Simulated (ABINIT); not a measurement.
**BN (P6_3mc): bands and cutoff in G0W0 with ABINIT**

Wanted: a converged G0W0 gap of BN (P6_3mc), or an estimate of the limit.

Program: ABINIT 10.8.3. Level of theory: LDA and many-body steps on it, plane waves. Results are calculated unless marked as measured.

The database entry behind the starting cell has ideal inner coordinates that were not refined, so it need not match the best structure at ambient conditions.

### Step 1. The starting structure

It takes space group P6_3mc (No. 186, hexagonal). The conventional cell has a = 2.536 Å, b = 2.536 Å, c = 4.199 Å, α = 90.00°, β = 90.00°, γ = 120.00°. B has 4 N at 1.56 to 1.57 Å nearest. N has 4 B at 1.56 to 1.57 Å nearest. Farther neighbours and most contacts between anions are not listed.

The cell and positions come from the Crystallography Open Database and are kept as given unless a step says otherwise. This is not the form that BN usually takes at ambient conditions.

### Step 2. Empty states on the mesh, 6×6×4 mesh, 609 bands

This step: ABINIT 10.8.3; DFT, LDA, plane waves, norm-conserving pseudopotentials.

The sums over transitions need many empty states on a uniform mesh; this step solves for them.

run.abi reads:

```
acell 3*1.0 Angstrom
rprim 
  2.536000000002 -0.000000000000 0.000000000000
  -1.268000000000 2.196240423999 0.000000000000
  0.000000000000 0.000000000000 4.199000000000
ntypat 2
znucl 5 7
natom 4
typat 1 1 2 2
xred 
  0.666666666667 0.333333333333 0.000000000000
  0.333333333333 0.666666666667 0.500000000000
  0.666666666667 0.333333333333 0.375000000000
  0.333333333333 0.666666666667 0.875000000000
pp_dirpath "pseudos"
pseudos "B.upf, N.upf"
ecut 36
ngkpt 6 6 4
nshiftk 1
shiftk 0 0 0
kptopt 1
chksymbreak 0
irdden 1
istwfk *1
nband 609
prtvol 0
optdriver 6
gwr_task "HDIAGO"
paral_kgb 0
occopt 1
indata_prefix "in"
outdata_prefix "out"
tmpdata_prefix "tmp"
```

Started as:

```console
$ OMP_NUM_THREADS=1 mpirun -n 8 abinit run.abi > log
```

The program printed:

```text
.Version 10.8.3 of ABINIT. v10.8.2 released Aug 2026.

 Symmetries : space group P6_3 m c (#186); Bravais hP (primitive hexag.)
[... echo of the input left out ...]
== DATASET  1 ==================================================================
-   mpi_nproc: 8, omp_nthreads: 1 (-1 if OMP is not activated)

--- !DatasetInfo
iteration_state: {dtset: 1, }
dimensions: {natom: 4, nkpt: 21, mband: 609, nsppol: 1, nspinor: 1, nspden: 1, mpw: 1677, }
cutoff_energies: {ecut:  36.0, pawecutdg:  -1.0, }
[...]
Indirect band gap semiconductor
 Fundamental gap:     5.052 (eV)
   VBM:     8.288 (eV) at k: [ 0.0000E+00,  0.0000E+00,  0.0000E+00]
   CBM:    13.340 (eV) at k: [ 3.3333E-01,  3.3333E-01,  0.0000E+00]
 Direct gap:         8.334 (eV) at k: [ 1.6667E-01,  0.0000E+00,  0.0000E+00]

== END DATASET(S) ==============================================================
================================================================================

 -outvars: echo values of variables after computation  --------
           etotal      0.0000000000E+00
            nband         609
             nkpt          21
          spgroup         186
 [... the other variables as echoed above ...]

 Calculation completed.
```

It took 19 s on 8 MPI ranks of Arm Neoverse V1, shared host; peak memory 1.7 GiB.

This step gave:

- gap: 5.052 eV
- k of the valence top: 0, 0, 0
- k of the conduction bottom: 0.3333, 0.3333, 0
- least direct gap: 8.334 eV
- k points computed: 21
- lowest point of the top converged band, above the valence top: 474.8530 eV

On this mesh the gap is 5.052 eV.

The density comes from a self-consistent run that is not shown.

### Step 3. Screening, 6×6×4 mesh, 125 bands, screening to 203.5 eV

The RPA dielectric matrix is built and inverted for each q.

This step: RPA screening on LDA, plane waves, norm-conserving pseudopotentials.

Edit run.abi of step 2 so:

```diff
@@ -22,10 +22,11 @@
 chksymbreak 0
-irdden 1
 istwfk *1
-nband 609
-prtvol 0
-optdriver 6
-gwr_task "HDIAGO"
-paral_kgb 0
 occopt 1
+irdwfk 1
+optdriver 3
+nband 125
+ecuteps 7.48
+inclvkb 2
+awtr 1
+symchi 1
 indata_prefix "in"
```

The program printed:

```text
.Version 10.8.3 of ABINIT. v10.8.2 released Aug 2026.

 Symmetries : space group P6_3 m c (#186); Bravais hP (primitive hexag.)
[... echo of the input left out ...]
== DATASET  1 ==================================================================
-   mpi_nproc: 8, omp_nthreads: 1 (-1 if OMP is not activated)

--- !DatasetInfo
iteration_state: {dtset: 1, }
dimensions: {natom: 4, nkpt: 21, mband: 125, nsppol: 1, nspinor: 1, nspden: 1, mpw: 1677, }
cutoff_energies: {ecut:  36.0, pawecutdg:  -1.0, }
electrons: {nelect:   1.60000000E+01, charge:   0.00000000E+00, occopt:   1.00000000E+00, tsmear:   1.00000000E-02, }

 SCREENING: Calculation of the susceptibility and dielectric matrices

 Based on a program developped by R.W. Godby, V. Olevano, G. Onida, and L. Reining.
 Incorporated in ABINIT by V. Olevano, G.-M. Rignanese, and M. Torrent.
.Using double precision arithmetic ; gwpc =  8

[... cell and pseudopotentials left out ...]
--------------------------------------------------------------------------------

 ==== K-mesh for the wavefunctions ====
 Number of points in the irreducible wedge :    21
[... list of points left out ...]
 Together with 12 symmetry operations and time-reversal symmetry
 yields   144 points in the full Brillouin Zone.

 ==== Q-mesh for the screening function ====
 Number of points in the irreducible wedge :    21
[... list of points left out ...]
 Together with 12 symmetry operations and time-reversal symmetry
 yields   144 points in the full Brillouin Zone.

 setmesh: FFT mesh size selected  =    18x   18x   32
          total number of points  =        10368

 vcoul_init : cutoff-mode = AUXILIARY_FUNCTION
 q-points for optical limit:   1
     1)      0.000010    0.000020    0.000030

- screening: taking advantage of time-reversal symmetry
- Maximum band index for partially occupied states nbvw = 8
- Remaining bands to be divided among processors   nbcw = 117
- Number of bands treated by each node ~14

 Number of electrons calculated from density =   16.0000; Expected =   16.0000
 average of density, n =  0.101379
 r_s =    1.3304
 omega_plasma =   30.7135 [eV]

 calculating chi0 at frequencies [eV] :
  1    0.000000E+00    0.000000E+00
  2    0.000000E+00    3.071353E+01

--------------------------------------------------------------------------------
  q-point number  1        q = ( 0.000000, 0.000000, 0.000000) [r.l.u.]
--------------------------------------------------------------------------------
[... chi0 elements left out ...]
 For q-point:  0.000010 0.000020 0.000030
  dielectric constant =   4.3949
  dielectric constant without local fields =   4.7385

  Average fulfillment of the sum rule on Im[epsilon] for q-point    1 :     90.15  [%]
[... wings left out ...]
  q-point number  2        q = ( 0.166667, 0.000000, 0.000000) [r.l.u.]
--------------------------------------------------------------------------------
[... chi0 elements left out ...]
  Average fulfillment of the sum rule on Im[epsilon] for q-point    2 :     95.79  [%]

 [... 19 further q-points ...]
```

Wall time 38 s (8 MPI ranks); peak memory 1.3 GiB; 5 min of CPU time.

This step gave:

```
ε∞ with local fields, on this mesh, along the program's q direction : 4.395
the same without local fields                                       : 4.739
plasma frequency                                                    : 30.71 eV
plane waves in the screening matrix                                 : 147
```

Local fields lower ε∞ by 7 %. On a Γ-centred mesh this coarse the value itself is usually too large, while a short band sum pulls it down.

### Step 4. 125 bands, 203.5 eV

The self-energy is evaluated for the states that the input lists, and the levels follow from it, in one-shot runs by the linearised quasiparticle equation.

This step: G0W0 on LDA, plane waves, norm-conserving pseudopotentials.

Edit run.abi of step 3 so:

```diff
@@ -25,8 +25,25 @@
 irdwfk 1
-optdriver 3
+optdriver 4
 nband 125
+gwcalctyp 0
+ecutsigx 36
+symsigma 1
+nkptgw 6
+kptgw 
+  0.0000000000 0.0000000000 0.0000000000
+  0.3333333333 0.3333333333 0.0000000000
+  0.1666666667 0.0000000000 0.0000000000
+  0.5000000000 0.0000000000 0.0000000000
+  0.0000000000 0.0000000000 0.5000000000
+  0.5000000000 0.0000000000 0.5000000000
+bdgw 
+  7 10
+  7 11
+  7 10
+  7 10
+  5 10
+  7 10
 ecuteps 7.48
-inclvkb 2
-awtr 1
-symchi 1
+irdscr 1
+ppmodel 1
 indata_prefix "in"
```

The program printed:

```text
.Version 10.8.3 of ABINIT. v10.8.2 released Aug 2026.

 Symmetries : space group P6_3 m c (#186); Bravais hP (primitive hexag.)
[... echo of the input left out ...]
== DATASET  1 ==================================================================
-   mpi_nproc: 8, omp_nthreads: 1 (-1 if OMP is not activated)

--- !DatasetInfo
iteration_state: {dtset: 1, }
dimensions: {natom: 4, nkpt: 21, mband: 125, nsppol: 1, nspinor: 1, nspden: 1, mpw: 1677, }
cutoff_energies: {ecut:  36.0, pawecutdg:  -1.0, }
electrons: {nelect:   1.60000000E+01, charge:   0.00000000E+00, occopt:   1.00000000E+00, tsmear:   1.00000000E-02, }

 SIGMA: Calculation of the GW corrections

 Based on a program developped by R.W. Godby, V. Olevano, G. Onida, and L. Reining.
 Incorporated in ABINIT by V. Olevano, G.-M. Rignanese, and M. Torrent.
.Using double precision arithmetic ; gwpc =  8

[... cell and pseudopotentials left out ...]
--------------------------------------------------------------------------------

 ==== K-mesh for the wavefunctions ====
 Number of points in the irreducible wedge :    21
[... list of points left out ...]
 Together with 12 symmetry operations and time-reversal symmetry
 yields   144 points in the full Brillouin Zone.

 ==== Q-mesh for screening function ====
 Number of points in the irreducible wedge :    21
[... list of points left out ...]
 Together with 12 symmetry operations and time-reversal symmetry
 yields   144 points in the full Brillouin Zone.

 vcoul_init : cutoff-mode = AUXILIARY_FUNCTION
 q-points for optical limit:   1
     1)      0.000010    0.000020    0.000030
 setmesh: FFT mesh size selected  =    27x   27x   48
          total number of points  =        34992

 Number of electrons calculated from density =   16.0000; Expected =   16.0000
 average of density, n =  0.101379
 r_s =    1.3304
 omega_plasma =   30.7135 [eV]

 === KS Band Gaps ===
  >>>> For spin  1
   Minimum direct gap =   8.3337 [eV], located at k-point      :   0.1667  0.0000  0.0000
   Fundamental gap    =   5.0516 [eV], Top of valence bands at :   0.0000  0.0000  0.0000
                                       Bottom of conduction at :   0.3333  0.3333  0.0000
 SIGMA fundamental parameters:
 PLASMON POLE MODEL  1
 number of plane-waves for SigmaX                 1677
 number of plane-waves for SigmaC and W            147
 number of plane-waves for wavefunctions          1677
 number of bands                                   125
 number of independent spin polarizations            1
 number of spinorial components                      1
 number of k-points in IBZ                          21
 number of q-points in IBZ                          21
 number of symmetry operations                      12
 number of k-points in BZ                          144
 number of q-points in BZ                          144
 number of frequencies for dSigma/dE                 9
 frequency step for dSigma/dE [eV]                0.25
 number of omega for Sigma on real axis              0
 max omega for Sigma on real axis  [eV]           0.00
 zcut for avoiding poles [eV]                     0.10

 EPSILON^-1 parameters (SCR file):
 dimension of the eps^-1 matrix on file            147
 dimension of the eps^-1 matrix used               147
 number of plane-waves for wavefunctions          1677
 number of bands                                   125
 number of q-points in IBZ                          21
 number of frequencies                               2
 number of real frequencies                          1
 number of imag frequencies                          1

 matrix elements of self-energy operator (all in [eV])

 Perturbative Calculation

--- !SelfEnergy_ee
iteration_state: {dtset: 1, }
kpoint     : [   0.000,    0.000,    0.000, ]
spin       : 1
KS_gap     :    8.372
QP_gap     :   10.478
Delta_QP_KS:    2.105
data: !SigmaeeData |
     Band     E0 <VxcDFT>   SigX SigC(E0)      Z dSigC/dE  Sig(E)    E-E0       E
        7   8.288 -18.494 -22.214   2.640   0.827  -0.210 -19.386  -0.892   7.396
        8   8.288 -18.494 -22.214   2.640   0.827  -0.210 -19.386  -0.892   7.396
        9  16.661 -13.646  -6.988  -5.220   0.844  -0.185 -12.433   1.213  17.874
       10  16.661 -13.646  -6.988  -5.220   0.844  -0.185 -12.433   1.213  17.874

--- !SelfEnergy_ee
iteration_state: {dtset: 1, }
kpoint     : [   0.333,    0.333,    0.000, ]
spin       : 1
KS_gap     :   10.505
QP_gap     :   12.857
Delta_QP_KS:    2.352
data: !SigmaeeData |
     Band     E0 <VxcDFT>   SigX SigC(E0)      Z dSigC/dE  Sig(E)    E-E0       E
        7   2.835 -16.145 -21.465   3.626   0.817  -0.225 -17.528  -1.383   1.452
        8   2.835 -16.145 -21.465   3.626   0.817  -0.225 -17.528  -1.383   1.452
[...]
--- !SelfEnergy_ee
iteration_state: {dtset: 1, }
kpoint     : [   0.167,    0.000,    0.000, ]
spin       : 1
KS_gap     :    8.334
QP_gap     :   10.341
Delta_QP_KS:    2.007
data: !SigmaeeData |
     Band     E0 <VxcDFT>   SigX SigC(E0)      Z dSigC/dE  Sig(E)    E-E0       E
[...]
--- !SelfEnergy_ee
iteration_state: {dtset: 1, }
kpoint     : [   0.500,    0.000,    0.000, ]
spin       : 1
KS_gap     :    8.910
QP_gap     :   10.893
Delta_QP_KS:    1.983
data: !SigmaeeData |
     Band     E0 <VxcDFT>   SigX SigC(E0)      Z dSigC/dE  Sig(E)    E-E0       E
[...]
--- !SelfEnergy_ee
iteration_state: {dtset: 1, }
kpoint     : [   0.000,    0.000,    0.500, ]
spin       : 1
KS_gap     :   10.818
QP_gap     :   12.916
Delta_QP_KS:    2.098
data: !SigmaeeData |
     Band     E0 <VxcDFT>   SigX SigC(E0)      Z dSigC/dE  Sig(E)    E-E0       E
[...]
--- !SelfEnergy_ee
iteration_state: {dtset: 1, }
kpoint     : [   0.500,    0.000,    0.500, ]
spin       : 1
KS_gap     :   10.204
QP_gap     :   12.372
Delta_QP_KS:    2.167
data: !SigmaeeData |
     Band     E0 <VxcDFT>   SigX SigC(E0)      Z dSigC/dE  Sig(E)    E-E0       E
[...]
8   4.692 -17.031 -21.806   3.291   0.821  -0.218 -18.249  -1.218   3.474
        9  14.896 -13.387  -7.448  -4.821   0.848  -0.179 -12.438   0.949  15.845
       10  14.896 -13.387  -7.448  -4.821   0.848  -0.179 -12.438   0.949  15.845

== END DATASET(S) ==============================================================
================================================================================

 -outvars: echo values of variables after computation  --------
           etotal      0.0000000000E+00
            nband         125
             nkpt          21
          spgroup         186
 [... the other variables as echoed above ...]

 Calculation completed.
```

Elapsed: 19 s, on 8 MPI ranks; peak memory 1.2 GiB; 2.5 min of CPU time.

Numbers from this step:

```
G0W0 gap on the mesh                         : 6.913 eV
starting gap on the mesh                     : 5.052 eV
k of the valence top                         : 0, 0, 0
k of the conduction bottom                   : 0.3333, 0.3333, 0
Z at the valence top                         : 0.827
Z at the conduction bottom                   : 0.858
least direct G0W0 gap on the computed points : 10.34 eV
```

The gap on the mesh goes from 5.05 eV to 6.91 eV, a correction of +1.86 eV.

### Step 5. Screening, 6×6×4 mesh, 187 bands, screening to 269.4 eV

This step: RPA screening on LDA, plane waves, norm-conserving pseudopotentials.

run.abi reads:

```
acell 3*1.0 Angstrom
rprim 
  2.536000000002 -0.000000000000 0.000000000000
  -1.268000000000 2.196240423999 0.000000000000
  0.000000000000 0.000000000000 4.199000000000
ntypat 2
znucl 5 7
natom 4
typat 1 1 2 2
xred 
  0.666666666667 0.333333333333 0.000000000000
  0.333333333333 0.666666666667 0.500000000000
  0.666666666667 0.333333333333 0.375000000000
  0.333333333333 0.666666666667 0.875000000000
pp_dirpath "pseudos"
pseudos "B.upf, N.upf"
ecut 36
ngkpt 6 6 4
nshiftk 1
shiftk 0 0 0
kptopt 1
chksymbreak 0
istwfk *1
occopt 1
irdwfk 1
optdriver 3
nband 187
ecuteps 9.9
inclvkb 2
awtr 1
symchi 1
indata_prefix "in"
outdata_prefix "out"
tmpdata_prefix "tmp"
```

The program printed:

```text
.Version 10.8.3 of ABINIT. v10.8.2 released Aug 2026.

 Symmetries : space group P6_3 m c (#186); Bravais hP (primitive hexag.)
[... echo of the input left out ...]
== DATASET  1 ==================================================================
-   mpi_nproc: 8, omp_nthreads: 1 (-1 if OMP is not activated)

--- !DatasetInfo
iteration_state: {dtset: 1, }
dimensions: {natom: 4, nkpt: 21, mband: 187, nsppol: 1, nspinor: 1, nspden: 1, mpw: 1677, }
cutoff_energies: {ecut:  36.0, pawecutdg:  -1.0, }
electrons: {nelect:   1.60000000E+01, charge:   0.00000000E+00, occopt:   1.00000000E+00, tsmear:   1.00000000E-02, }

 SCREENING: Calculation of the susceptibility and dielectric matrices

 Based on a program developped by R.W. Godby, V. Olevano, G. Onida, and L. Reining.
 Incorporated in ABINIT by V. Olevano, G.-M. Rignanese, and M. Torrent.
.Using double precision arithmetic ; gwpc =  8

[... cell and pseudopotentials left out ...]
--------------------------------------------------------------------------------

 ==== K-mesh for the wavefunctions ====
 Number of points in the irreducible wedge :    21
[... list of points left out ...]
 Together with 12 symmetry operations and time-reversal symmetry
 yields   144 points in the full Brillouin Zone.

 ==== Q-mesh for the screening function ====
 Number of points in the irreducible wedge :    21
[... list of points left out ...]
 Together with 12 symmetry operations and time-reversal symmetry
 yields   144 points in the full Brillouin Zone.

 setmesh: FFT mesh size selected  =    18x   18x   36
          total number of points  =        11664

 vcoul_init : cutoff-mode = AUXILIARY_FUNCTION
 q-points for optical limit:   1
     1)      0.000010    0.000020    0.000030

- screening: taking advantage of time-reversal symmetry
- Maximum band index for partially occupied states nbvw = 8
- Remaining bands to be divided among processors   nbcw = 179
- Number of bands treated by each node ~22

 Number of electrons calculated from density =   16.0000; Expected =   16.0000
 average of density, n =  0.101379
 r_s =    1.3304
 omega_plasma =   30.7135 [eV]

 calculating chi0 at frequencies [eV] :
  1    0.000000E+00    0.000000E+00
  2    0.000000E+00    3.071353E+01

--------------------------------------------------------------------------------
  q-point number  1        q = ( 0.000000, 0.000000, 0.000000) [r.l.u.]
--------------------------------------------------------------------------------
[... chi0 elements left out ...]
 For q-point:  0.000010 0.000020 0.000030
  dielectric constant =   4.3890
  dielectric constant without local fields =   4.7390

  Average fulfillment of the sum rule on Im[epsilon] for q-point    1 :     94.81  [%]
[... wings left out ...]
  q-point number  2        q = ( 0.166667, 0.000000, 0.000000) [r.l.u.]
--------------------------------------------------------------------------------
[... chi0 elements left out ...]
  Average fulfillment of the sum rule on Im[epsilon] for q-point    2 :     98.36  [%]

 [... 19 further q-points ...]
```

Elapsed: 1.8 min, on 8 MPI ranks; peak memory 1.7 GiB.

This step gave:

| Property | Result |
| --- | --- |
| ε∞ with local fields, on this mesh, along the program's q direction | 4.389 |
| the same without local fields | 4.739 |
| plasma frequency | 30.71 eV |
| plane waves in the screening matrix | 245 |

(Continued in part 2 of 2.)

[Paths, hosts, dates, memory and timing lines, banners, echoed tables and standing remarks are left out of the program output.]

[Logs are printed without paths, hosts, clocks, repeated set-up lines and the standing remarks that a program may print on its own settings, such as how far it seeks lower states.]

[Runs of the session that timed out or met a known fault of the program may be left out.]

[Hosts, paths, dates, database ids (printed as entryN), source tags and the programs' standing remarks are cut or masked in the printed files.]

[G0W0 gaps are taken among the corrected bands and points alone; a level outside them can change the order at an edge.]

[Where Ansatz stands beside ABINIT at settings called matched, ABINIT's density can come from a denser mesh and the files from another edition; pairs whose starting gaps differed by over 0.03 eV were left out, so agreement reads better than it is.]
